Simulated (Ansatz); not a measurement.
## CdF₂: frozen-core PAW against all-electron methods

```xyz
3
Lattice="0.0000 2.6940 2.6940 2.6940 0.0000 2.6940 2.6940 2.6940 0.0000" Properties=species:S:1:pos:R:3 pbc="T T T"
Cd    0.0000    0.0000    0.0000
F     1.3470    1.3470    1.3470
F     4.0410    4.0410    4.0410
```

Atom numbers follow the list: Cd1, F2, F3.

The geometry is COD entry 9009006, unchecked; take it as a test cell.

Methods: DFT, PBE, PAW with Ansatz's default frozen-core files, scalar-relativistic (Ansatz 0.2.0); DFT, PBE, all-electron PAW with datasets made for the crystal, scalar-relativistic (Ansatz 0.2.0); DFT, PBE, all-electron LAPW, scalar-relativistic (Ansatz 0.2.0).

For PAW: a Γ-centred 8×8×8 k mesh, Fermi–Dirac smearing of 0.02 eV, cutoff 420 eV, no spin polarisation. The crystal-made all-electron datasets (AE datasets) take a cutoff of 340 eV at this cell. LAPW targets a basis error of 1 meV/atom. The Ansatz runs share mesh, smearing and spin set-up. Plane-wave (PAW) pressures include the program's estimate of the Pulay term.

Stress and pressure are positive in compression.

Levels count from the top of the valence band.

| quantity | PAW | AE datasets | LAPW |
| --- | --- | --- | --- |
| pressure (GPa) | 5.46 | 5.43 | 5.43 |
| band gap (eV) | 3.101 | 3.095 | 3.095 |
| highest filled level at W (eV) | 0.000 | 0.000 | 0.000 |
| lowest empty level at W (eV) | 8.094 | 8.094 | 8.094 |
| highest filled level at Γ (eV) | -0.498 | -0.500 | -0.500 |
| lowest empty level at Γ (eV) | 3.101 | 3.095 | 3.095 |
| highest filled level at K (eV) | -0.199 | -0.200 | -0.200 |
| lowest empty level at K (eV) | 7.984 | 7.983 | 7.984 |

PAW's pressure differs from the LAPW value by +0.03 GPa.
